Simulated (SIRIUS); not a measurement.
# ZrO in SIRIUS: the effect of functional

ZrO:

```
CELL_PARAMETERS angstrom
1.82664 -2.91885 0.00000
1.82664 2.91885 0.00000
0.00000 0.00000 2.61994
ATOMIC_POSITIONS crystal
Zr 0.00000 0.00000 0.00000
O 0.50000 0.50000 0.00000
```

The cell was built by a generator and needn't be a form met in nature.

Alike in all runs:

```yaml
Program: SIRIUS 7.10.0
Task: single point
Potentials_or_basis: PseudoDojo 0.4.1 PBE standard (scalar relativistic)
Cutoff: 1152 eV
Density_cutoff: 4606 eV
k_mesh: 6 × 6 × 7
Occupations: fermi-dirac, width 0.05 eV
Spin: no spin polarisation
```

```tsv
functional	pressure (GPa)
LDA	57.3
PBEsol	60.4
RPBE	68.7
revPBE	?
BLYP	72.9
PW91	65.8
AM05	60.2
PW86PBE	71.8
SG4	60.2
HLE16	26.5
```

**Question.** What does the run with functional revPBE give?

**Answer.** Pressure 67.9 GPa.

Caveats: the potentials were made for another functional, which shifts forces and pressure; a pressure of tens of GPa on the cell as given is suspect, and the run, the potentials or the cell itself is likely at fault (some runs); the potentials were made for a functional far from this one (some runs).

Runs at the PBE level aren't shown here.
